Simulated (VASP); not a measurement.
# Sb (I4/mmm) in VASP: a series of runs, part 2 of 2

VASP 6.6.1. Earlier steps stand in the parts before.

### Step 3. Single point, r2SCAN

Input file INCAR:

```
ADDGRID = False
ALGO = Normal
EDIFF = 1E-6
ENCUT = 400
ISIF = 2
ISMEAR = 0
LASPH = True
LCHARG = False
LMIXTAU = True
LREAL = Auto
LWAVE = False
METAGGA = R2SCAN
NBANDS = 8
NELM = 100
PREC = Accurate
SIGMA = 0.05
```

Input file KPOINTS:

```
k-points
0
Gamma
  5 5 5
```

Input file POSCAR:

```
Sb
1.0
   -1.5638750000      1.6131910000      2.7402030000
    1.6104090000     -1.5604430000      2.7365900000
    1.5281950000      1.5247630000     -2.7095380000
Sb
1
Direct
    0.0004760000      0.0218010000      0.0165680000
```

Potentials or basis: VASP PAW PBE potentials, release 64 (Sb).

Started as:

```
$ cat potpaw_PBE.64/Sb/POTCAR > POTCAR
$ mpirun -np 1 vasp_std > vasp.out
```

OUTCAR:

```text
EDIFF = 1E-6
   ENCUT = 400
   ISIF = 2
   ISMEAR = 0
   LASPH = True
   LREAL = Auto
   METAGGA = R2SCAN
   NELM = 100
   PREC = Accurate

 Found     63 irreducible k-points:

 Following reciprocal coordinates:
            Coordinates               Weight
  0.000000  0.000000  0.000000      1.000000
  0.200000  0.000000 -0.000000      2.000000
  0.400000  0.000000 -0.000000      2.000000
  0.000000  0.200000  0.000000      2.000000
  0.200000  0.200000 -0.000000      2.000000
  0.400000  0.200000 -0.000000      2.000000
   k-points           NKPTS =     63   k-points in BZ     NKDIM =     63   number of bands    NBANDS=      8
   number of dos      NEDOS =    301   number of ions     NIONS =      1
   total plane-waves  NPLWV =  13824
   dimension x,y,z NGX =    24 NGY =   24 NGZ =   24
   dimension x,y,z NGXF=    48 NGYF=   48 NGZF=   48
   ions per type =               1
   NGX,Y,Z   is equivalent  to a cutoff of  11.26, 11.28, 11.52 a.u.
   NGXF,Y,Z  is equivalent  to a cutoff of  22.52, 22.55, 23.03 a.u.
 SYSTEM =  unknown system
   PREC   = accura    normal or accurate (medium, high low for compatibility)
   ISTART =      0    job   : 0-new  1-cont  2-samecut
   ICHARG =      2    charge: 1-file 2-atom 10-const
   ISPIN  =      1    spin polarized calculation?
   LNONCOLLINEAR =      F non collinear calculations
   LSORBIT =      F    spin-orbit coupling
   LASPH  =      T    aspherical Exc in radial PAW
   ENCUT  =  400.0 eV  29.40 Ry    5.42 a.u.   5.78  5.77  5.65*2*pi/ulx,y,z
   NELM   =    100;   NELMIN=  2; NELMDL= -5     # of ELM steps
   EDIFF  = 0.1E-05   stopping-criterion for ELM
   LREAL  =      T    real-space projection
   EDIFFG = 0.1E-04   stopping-criterion for IOM
   NSW    =      0    number of steps for IOM
   IBRION =     -1    ionic relax: 0-MD 1-quasi-New 2-CG
   NFREE  =      0    steps in history (QN), initial steepest desc. (CG)
   ISIF   =      2    stress and relaxation
   ISYM   =      2    0-nonsym 1-usesym 2-fastsym
   POTIM  = 0.5000    time-step for ionic-motion
   TEBEG  =    0.0;   TEEND  =   0.0 temperature during run
   PSTRESS=    0.0 pullay stress
   NELECT =       5.0000    total number of electrons
   NUPDOWN=      -1.0000    fix difference up-down
   EMIN   =  10.00;   EMAX   =-10.00  energy-range for DOS
   EFERMI =   0.00;   METHOD = LEGACY
   ISMEAR =     0;   SIGMA  =   0.05  broadening in eV -4-tet -1-fermi 0-gaus
   EFERMI_NEDOS =   21; number of points for ismear=-14 and -15
   IALGO  =     38    algorithm
   IMIX   =      4    mixing-type and parameters
     AMIX     =   0.40;   BMIX     =  1.00
     AMIX_MAG =   1.60;   BMIX_MAG =  1.00
  volume/ion in A,a.u.               =      26.96       181.95
  Fermi-wavevector in a.u.,A,eV,Ry     =   0.933573  1.764197 11.858272  0.871558
  Thomas-Fermi vector in A             =   2.060288
   LORBIT       =      0    0 simple, 1 ext, 2 COOP (PROOUT), +10 PAW based schemes
   METAGGA = R2SCAN    functional components
   LHFCALC =     F    Hartree Fock is set to
   AEXX    =    0.0000 exact exchange contribution
   IVDW    =     0    specifies the selected vdW correction
   LEPSILON=     F    determine dielectric tensor
   LRPA    =     F    only Hartree local field effects (RPA)
 non-spin polarized calculation
 Gauss-broadening in eV      SIGMA  =   0.05
  energy-cutoff  :      400.00
  volume of cell :       26.96
 maximum number of plane-waves:       498
   NGX = 11   NGY = 11   NGZ = 11

 number of electron       5.0000000 magnetization

 Free energy of the ion-electron system (eV)
  ---------------------------------------------------
  ext. energy  EPLUGINS =         0.00000000
  ---------------------------------------------------
  free energy    TOTEN  =       -25.19850125 eV

  energy without entropy =      -25.19792324  energy(sigma->0) =      -25.19821225

 E-fermi :   8.5332     XC(G=0): -10.7872

 val. band max:        8.5068142403   @ k =   0.4000   0.4000   0.2000
 cond. band min:       8.5973380435   @ k =   0.2000   0.2000  -0.0000
 fundamental gap:      0.0905238032
 Fermi energy:         8.5331508051

 k-point     1 :       0.0000    0.0000    0.0000
  band No.  band energies     occupation
      1      -5.1456      2.00000
      2      13.1611      0.00000
      3      14.1880      0.00000
      4      14.2342      0.00000
      5      18.0896      0.00000
      6      19.3334      0.00000
      7      19.7336      0.00000
      8      19.9653      0.00000

 k-point     2 :       0.2000    0.0000   -0.0000
  band No.  band energies     occupation
      1      -4.3156      2.00000
      2       9.0885      0.00000
      3      12.0718      0.00000
      4      14.1545      0.00000
      5      16.6986      0.00000
      6      18.5862      0.00000
      7      20.8822      0.00000
      8      21.1545      0.00000

 k-point     3 :       0.4000    0.0000   -0.0000
  band No.  band energies     occupation
      1      -2.0244      2.00000
      2       3.5787      2.00000
      3      10.5966      0.00000
      4      14.2903      0.00000
      5      15.2601      0.00000
      6      18.9285      0.00000
      7      20.1114      0.00000
      8      20.9552      0.00000

 k-point     4 :       0.0000    0.2000    0.0000
  band No.  band energies     occupation
      1      -4.3140      2.00000
      2       9.1020      0.00000
      3      12.0519      0.00000
      4      14.1518      0.00000
      5      16.6755      0.00000
      6      18.5849      0.00000
      7      20.8743      0.00000
      8      21.1773      0.00000

 k-point     5 :       0.2000    0.2000   -0.0000
  band No.  band energies     occupation
      1      -3.1056      2.00000
      2       7.9535      2.00000
      3       8.5973      0.06945
      4      11.2911      0.00000
      5      17.6208      0.00000
      6      18.7681      0.00000
      7      20.1603      0.00000
      8      22.0220      0.00000

 k-point     6 :       0.4000    0.2000   -0.0000
  band No.  band energies     occupation
      1      -0.7352      2.00000
      2       3.4784      2.00000
      3       8.7041      0.00000
      4      10.3440      0.00000
      5      15.8546      0.00000
      6      17.9282      0.00000
      7      22.2242      0.00000
      8      22.7520      0.00000

 [... further k-points ...]

------------------------ aborting loop because EDIFF is reached ----------------------------------------

  FORCE on cell =-STRESS in cart. coord.  units (eV):
  Direction    XX          YY          ZZ          XY          YZ          ZX
  --------------------------------------------------------------------------------------
  -------------------------------------------------------------------------------------
  Total        0.1441600      0.1461135      0.1163929     -0.2098911      0.3176291      0.3140031
  in kB        8.5665432      8.6826243      6.9165117    -12.4725386     18.8747455     18.6592761
  external PRESSURE =       8.0552264 kB  Pullay stress =       0.0000000 kB

 VOLUME and BASIS-vectors are now :
 -----------------------------------------------------------------------------
  energy-cutoff  :      400.00
  volume of cell :       26.96
      direct lattice vectors                 reciprocal lattice vectors
    -1.563875000  1.613191000  2.740203000     0.002055809  0.316948054  0.179518554
     1.610409000 -1.560443000  2.736590000     0.317083613  0.001847581  0.179876686
     1.528195000  1.524763000 -2.709538000     0.322328449  0.322401118 -0.005843793

 POSITION                                       TOTAL-FORCE (eV/Angst)
 -----------------------------------------------------------------------------------
      0.05968     -0.00799      0.01607         0.000000      0.000000      0.000000
 -----------------------------------------------------------------------------------
    total drift:                               -0.000000     -0.000000      0.000001

  FREE ENERGIE OF THE ION-ELECTRON SYSTEM (eV)
  ---------------------------------------------------
  free  energy   TOTEN  =       -25.1985012499 eV

  energy  without entropy=      -25.1979232408  energy(sigma->0) =      -25.19821225
```

stdout:

```text
POSCAR found type information on POSCAR Sb
 POSCAR found :  1 types and       1 ions
 scaLAPACK will be used
 -----------------------------------------------------------------------------
|                                                                             |
|                                                                             |
|     You have a (more or less) 'small supercell' and for smaller cells       |
|     it is recommended to use the reciprocal-space projection scheme!        |
|     The real-space optimization is not efficient for small cells and it     |
|     is also less accurate ...                                               |
|     Therefore, set LREAL=.FALSE. in the INCAR file.                         |
|                                                                             |
 -----------------------------------------------------------------------------

 -----------------------------------------------------------------------------
|                                                                             |
|                                                                             |
|     You enforced a specific xc type in the INCAR file but a different       |
|     I HOPE YOU KNOW WHAT YOU ARE DOING!                                     |
|                                                                             |
 -----------------------------------------------------------------------------

 LDA part: xc-table for (None), standard interpolation
 POSCAR, INCAR and KPOINTS ok, starting setup
 FFT: planning ... GRIDC
 FFT: planning ... GRID_SOFT
 FFT: planning ... GRID
 WAVECAR not read
 entering main loop
```

Run time: 29 s. Hardware: 1 thread of Intel Xeon Platinum 8375C at 2.90GHz (Ice Lake), shared host; peak memory 0.14 GiB.

The run converged, but some of its settings lie outside the range that counts as converged, so its numbers aren't taken as properties of the crystal.

Results:

```yaml
Free_energy: -25.1985 eV
Pressure: 0.8 GPa
Band_gap_on_the_k_mesh: none (metal or under the smearing width)
```

Caveat: the k mesh is coarse (spacing up to 0.57 Å⁻¹), so the values aren't converged; the PAW data sets were made with another functional, which shifts forces and pressure a little.

### Step 4. Single point, r2SCAN

Edit INCAR of step 3 so:

```diff
@@ -2,3 +2,3 @@
 ALGO = Normal
-EDIFF = 1E-6
+EDIFF = 0.01
 ENCUT = 400
@@ -9,3 +9,3 @@
 LMIXTAU = True
-LREAL = Auto
+LREAL = False
 LWAVE = False
```

KPOINTS is that of step 3.

Input file POSCAR:

```
Sb
1.0
   -1.5765401831      1.5765401831      2.7119384313
    1.5765401831     -1.5765401831      2.7119384313
    1.5765401831      1.5765401831     -2.7119384313
Sb
1
Direct
    0.0000000000      0.0000000000      0.0000000000
```

Started as:

```
$ cat potpaw_PBE.64/Sb/POTCAR > POTCAR
$ mpirun -np 1 vasp_std > vasp.out
```

Run time: 6 s. Hardware: 1 thread of Intel Xeon Platinum 8375C at 2.90GHz (Ice Lake), shared host; peak memory 0.13 GiB.

These settings aren't checked as converged: the numbers below hold their error.

Results:

```yaml
Free_energy: -25.1783 eV
Pressure: 0.1 GPa
Band_gap_on_the_k_mesh: none (metal or under the smearing width)
```

Caveat: the k mesh is coarse (spacing up to 0.56 Å⁻¹), so the values aren't converged; the PAW data sets were made with another functional, which shifts forces and pressure a little.

### Step 5. For comparison

An earlier run on the cell as given: functional PBEsol; potentials or basis VASP PAW PBE potentials, release 64 (Sb); cutoff 520 eV; k mesh 12 × 12 × 12; occupations fermi-dirac, width 0.05 eV; no spin polarisation.

- Pressure: -1.3 GPa
- Band gap on the k mesh: none (metal or under the smearing width)
